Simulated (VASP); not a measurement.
# Sb (Im-3m) in VASP: a series of runs

Runs on Sb. Level: PBE. Tasks: single point.

Everything below comes from runs of VASP 6.6.1. Logs are shortened: lines on timing, memory, paths and dates and some standing lists are left out, and cuts for length are marked.

### 1 The structure

The structure is cubic, space group Im-3m (No. 229). Conventional cell: a = 3.743 Å, b = 3.743 Å, c = 3.743 Å, α = 90.00°, β = 90.00°, γ = 90.00°. Around Sb (site symmetry m-3m) lie 8 Sb at 3.24 Å.

This isn't the form of Sb at room conditions, which is rhombohedral.

### 2 Single point, PBE

Contents of INCAR:

```
SYSTEM = Sb
PREC = Accurate
ENCUT = 550
EDIFF = 1E-6
ISMEAR = 0
SIGMA = 0.05
LREAL = .False.
LASPH = .True.
NELM = 100
ALGO = Normal
ISIF = 2
LWAVE = .False.
LCHARG = .False.
GGA = PE
ADDGRID = .False.
```

Contents of KPOINTS:

```
Automatic mesh
0
Gamma
  3 3 3
  0 0 0
```

Contents of POSCAR:

```
Sb
1.0
   -1.8488020000      1.8498240000      1.9110830000
    1.8778730000     -1.8297390000      1.9200690000
    1.8451380000      1.8260750000     -1.8909980000
Sb
1
Direct
   -0.0010080000      0.0132760000      0.0062290000
```

Potentials or basis: VASP PAW PBE potentials, release 64 (Sb).

Run with:

```
cat potpaw_PBE.64/Sb/POTCAR > POTCAR
mpirun -np 1 vasp_std > vasp.out
```

OUTCAR:

```text
SYSTEM = Sb
   PREC = Accurate
   ENCUT = 550
   EDIFF = 1E-6
   ISMEAR = 0
   LREAL = .False.
   LASPH = .True.
   NELM = 100
   ISIF = 2
   GGA = PE

 Found     14 irreducible k-points:

 Following reciprocal coordinates:
            Coordinates               Weight
  0.000000  0.000000  0.000000      1.000000
  0.333333 -0.000000  0.000000      2.000000
 -0.000000  0.333333  0.000000      2.000000
  0.333333  0.333333  0.000000      2.000000
 -0.333333  0.333333  0.000000      2.000000
 -0.000000  0.000000  0.333333      2.000000
   k-points           NKPTS =     14   k-points in BZ     NKDIM =     14   number of bands    NBANDS=      6
   number of dos      NEDOS =    301   number of ions     NIONS =      1
   total plane-waves  NPLWV =  21952
   dimension x,y,z NGX =    28 NGY =   28 NGZ =   28
   dimension x,y,z NGXF=    56 NGYF=   56 NGZF=   56
   ions per type =               1
   NGX,Y,Z   is equivalent  to a cutoff of  14.37, 14.32, 14.49 a.u.
   NGXF,Y,Z  is equivalent  to a cutoff of  28.74, 28.65, 28.99 a.u.
 SYSTEM =  Sb
   PREC   = accura    normal or accurate (medium, high low for compatibility)
   ISTART =      0    job   : 0-new  1-cont  2-samecut
   ICHARG =      2    charge: 1-file 2-atom 10-const
   ISPIN  =      1    spin polarized calculation?
   LNONCOLLINEAR =      F non collinear calculations
   LSORBIT =      F    spin-orbit coupling
   LASPH  =      T    aspherical Exc in radial PAW
   ENCUT  =  550.0 eV  40.42 Ry    6.36 a.u.   6.19  6.21  6.14*2*pi/ulx,y,z
   NELM   =    100;   NELMIN=  2; NELMDL= -5     # of ELM steps
   EDIFF  = 0.1E-05   stopping-criterion for ELM
   LREAL  =      F    real-space projection
   EDIFFG = 0.1E-04   stopping-criterion for IOM
   NSW    =      0    number of steps for IOM
   IBRION =     -1    ionic relax: 0-MD 1-quasi-New 2-CG
   NFREE  =      0    steps in history (QN), initial steepest desc. (CG)
   ISIF   =      2    stress and relaxation
   ISYM   =      2    0-nonsym 1-usesym 2-fastsym
   POTIM  = 0.5000    time-step for ionic-motion
   TEBEG  =    0.0;   TEEND  =   0.0 temperature during run
   PSTRESS=    0.0 pullay stress
   NELECT =       5.0000    total number of electrons
   NUPDOWN=      -1.0000    fix difference up-down
   EMIN   =  10.00;   EMAX   =-10.00  energy-range for DOS
   EFERMI =   0.00;   METHOD = LEGACY
   ISMEAR =     0;   SIGMA  =   0.05  broadening in eV -4-tet -1-fermi 0-gaus
   EFERMI_NEDOS =   21; number of points for ismear=-14 and -15
   IALGO  =     38    algorithm
   IMIX   =      4    mixing-type and parameters
     AMIX     =   0.40;   BMIX     =  1.00
     AMIX_MAG =   1.60;   BMIX_MAG =  1.00
  volume/ion in A,a.u.               =      26.21       176.89
  Fermi-wavevector in a.u.,A,eV,Ry     =   0.942378  1.780837 12.083020  0.888077
  Thomas-Fermi vector in A             =   2.069982
   LORBIT       =      0    0 simple, 1 ext, 2 COOP (PROOUT), +10 PAW based schemes
   GGA     = PE    functional components
   LHFCALC =     F    Hartree Fock is set to
   AEXX    =    0.0000 exact exchange contribution
   IVDW    =     0    specifies the selected vdW correction
   LEPSILON=     F    determine dielectric tensor
   LRPA    =     F    only Hartree local field effects (RPA)
 non-spin polarized calculation
 Gauss-broadening in eV      SIGMA  =   0.05
  energy-cutoff  :      550.00
  volume of cell :       26.21
 maximum number of plane-waves:       776
 NGX is ok and might be reduce to    28
   NGX = 13   NGY = 13   NGZ = 13

 number of electron       5.0000000 magnetization

 Free energy of the ion-electron system (eV)
  ---------------------------------------------------
  ext. energy  EPLUGINS =         0.00000000
  ---------------------------------------------------
  free energy    TOTEN  =        -4.30657870 eV

  energy without entropy =       -4.30461183  energy(sigma->0) =       -4.30559527

 E-fermi :   8.1633     XC(G=0): -10.3411

 val. band max:        8.0896375382   @ k =  -0.3333  -0.3333   0.3333
 cond. band min:       8.1850887406   @ k =   0.3333  -0.3333   0.3333
 fundamental gap:      0.0954512024
 Fermi energy:         8.1632735523

 k-point     1 :       0.0000    0.0000    0.0000
  band No.  band energies     occupation
      1      -4.2397      2.00000
      2      14.3073      0.00000
      3      14.5411      0.00000
      4      14.7073      0.00000
      5      19.1680      0.00000
      6      19.3940      0.00000

 k-point     2 :       0.3333   -0.0000    0.0000
  band No.  band energies     occupation
      1      -1.9545      2.00000
      2       5.9823      2.00000
      3      11.3587      0.00000
      4      13.1832      0.00000
      5      15.9096      0.00000
      6      16.3961      0.00000

 k-point     3 :      -0.0000    0.3333    0.0000
  band No.  band energies     occupation
      1      -2.0049      2.00000
      2       5.8790      2.00000
      3      11.5093      0.00000
      4      13.4050      0.00000
      5      16.0906      0.00000
      6      16.5871      0.00000

 k-point     4 :       0.3333    0.3333    0.0000
  band No.  band energies     occupation
      1       0.7541      2.00000
      2       4.9078      2.00000
      3       4.9247      2.00000
      4      11.4670      0.00000
      5      17.9996      0.00000
      6      19.9011      0.00000

 k-point     5 :      -0.3333    0.3333    0.0000
  band No.  band energies     occupation
      1      -1.8558      2.00000
      2       6.2105      2.00000
      3      11.0080      0.00000
      4      12.7703      0.00000
      5      15.4579      0.00000
      6      16.0221      0.00000

 k-point     6 :      -0.0000    0.0000    0.3333
  band No.  band energies     occupation
      1      -1.8424      2.00000
      2       6.2437      2.00000
      3      11.0146      0.00000
      4      12.7158      0.00000
      5      15.5522      0.00000
      6      15.8962      0.00000

 [... further k-points ...]

------------------------ aborting loop because EDIFF is reached ----------------------------------------

  FORCE on cell =-STRESS in cart. coord.  units (eV):
  Direction    XX          YY          ZZ          XY          YZ          ZX
  --------------------------------------------------------------------------------------
  -------------------------------------------------------------------------------------
  Total        1.3256603     -1.8760417      2.7829136      0.0202584     -0.1117835     -0.2151019
  in kB       81.0259633   -114.6659357    170.0950461      1.2382174     -6.8323399    -13.1472865
  external PRESSURE =      45.4850246 kB  Pullay stress =       0.0000000 kB

 VOLUME and BASIS-vectors are now :
 -----------------------------------------------------------------------------
  energy-cutoff  :      550.00
  volume of cell :       26.21
      direct lattice vectors                 reciprocal lattice vectors
    -1.848802000  1.849824000  1.911083000    -0.001760844  0.270622024  0.259612708
     1.877873000 -1.829739000  1.920069000     0.266576263 -0.001149462  0.259001326
     1.845138000  1.826075000 -1.890998000     0.268894891  0.272329269 -0.003468089

 POSITION                                       TOTAL-FORCE (eV/Angst)
 -----------------------------------------------------------------------------------
     -1.81051      1.83504      1.92287         0.000000      0.000000      0.000000
 -----------------------------------------------------------------------------------
    total drift:                                0.000000     -0.000000     -0.000000

  FREE ENERGIE OF THE ION-ELECTRON SYSTEM (eV)
  ---------------------------------------------------
  free  energy   TOTEN  =        -4.3065787043 eV

  energy  without entropy=       -4.3046118336  energy(sigma->0) =       -4.30559527
```

Run time: 7.5 s. Hardware: 1 thread of AMD EPYC 7R43 (Zen 3), shared host; peak memory 0.12 GiB.

The run converged, but some of its settings lie outside the range that counts as converged, so its numbers aren't taken as properties of the crystal.

Results:

| Quantity | Value |
| --- | --- |
| Free energy | -4.3066 eV |
| Pressure | 4.5 GPa |
| Band gap on the k mesh | none (metal or under the smearing width) |

Caveat: the k mesh is coarse (spacing up to 0.80 Å⁻¹), so the values aren't converged.

### 3 Single point, PBE

Edit INCAR of step 2 so:

```diff
@@ -2,3 +2,3 @@
 PREC = Accurate
-ENCUT = 550
+ENCUT = 350
 EDIFF = 1E-6
```

Contents of KPOINTS:

```
Automatic mesh
0
Gamma
  4 4 4
  0 0 0
```

Contents of POSCAR:

```
Sb
1.0
   -1.8713408863      1.8713408863      1.8713408863
    1.8713408863     -1.8713408863      1.8713408863
    1.8713408863      1.8713408863     -1.8713408863
Sb
1
Direct
    0.0000000000      0.0000000000      0.0000000000
```

Potentials or basis: VASP PAW PBE potentials, release 64 (Sb).

Run with:

```
cat potpaw_PBE.64/Sb/POTCAR > POTCAR
mpirun -np 1 vasp_std > vasp.out
```

Wall time 2.9 s (1 thread of AMD EPYC 7R43 (Zen 3), shared host); peak memory 0.08 GiB.

The run converged, but some of its settings lie outside the range that counts as converged, so its numbers aren't taken as properties of the crystal.

Results:

- Free energy: -3.8188 eV
- Pressure: -0.1 GPa
- Band gap on the k mesh: none (metal or under the smearing width)

Caveat: the k mesh is coarse (spacing up to 0.59 Å⁻¹), so the values aren't converged.
